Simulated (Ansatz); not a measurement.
# CaF2: the cost of one run

Method: DFT LDA, scalar-relativistic, plane waves, PAW, in Ansatz 0.2.0.

2 further runs of the same task are left out: 2 set aside as unsound or not needed.

### 1 Starting point

It takes space group Fm-3m (No. 225, cubic). The conventional cell has a = 5.510 Å, b = 5.510 Å, c = 5.510 Å, α = 90.00°, β = 90.00°, γ = 90.00°. Around Ca (site symmetry m-3m) lie 8 F at 2.39 Å. F (site symmetry -43m) has 4 Ca at 2.39 Å as nearest neighbours.

Structure file:

```cif
data_structure
_symmetry_space_group_name_H-M 'Fm-3m'
_symmetry_Int_Tables_number 225
_cell_length_a 5.5104
_cell_length_b 5.5104
_cell_length_c 5.5104
_cell_angle_alpha 90.000
_cell_angle_beta 90.000
_cell_angle_gamma 90.000
_cell_volume 167.32
loop_
_atom_site_label
_atom_site_type_symbol
_atom_site_symmetry_multiplicity
_atom_site_Wyckoff_symbol
_atom_site_fract_x
_atom_site_fract_y
_atom_site_fract_z
_atom_site_occupancy
Ca1 Ca 4 a 0.00000 0.00000 0.00000 1
F1 F 8 c 0.25000 0.75000 0.75000 1
```

It is the result of an earlier relaxation at this level (volume 13.94 Å³/atom; gap on the mesh: 7.14 eV).

### 2 The cell under LDA

input.yaml

```yaml
crystal:
  lattice:
    - [0.0, 2.7552132783, 2.7552132783]
    - [2.7552132783, 0.0, 2.7552132783]
    - [2.7552132783, 2.7552132783, 0.0]
  atoms:
    - { symbol: Ca, position: [0.0, 0.0, 0.0] }
    - { symbol: F, position: [0.25, 0.25, 0.25] }
    - { symbol: F, position: [0.75, 0.75, 0.75] }
basis:
  ecutwfc: 420
kpoints:
  mp_grid: { grid: [8, 8, 8] }
hamiltonian:
  xc: lda
scf:
  occupations: { method: gaussian, width: 0.02 }
output:
  forces: true
  stress: true
  eigenvalues: true
  write_density: true
  write_potential: true
  elf: true
  volumetric_format: npy
relax:
  adjacent_minimum: "off"
  f_tol: 0.005
  max_steps: 50
  cell: { stress_tol: 0.05 }
```

Started as:

```console
$ ansatz run input.yaml --threads 1 --pin off --max-ram 2560MiB --backend cpu --events-out ev --progress --plain --runs-dir out
```

Q: Estimate wall time and peak memory on 1 thread of Arm Neoverse V1, shared host.

About 9.2 s, with a peak of 0.29 GiB.
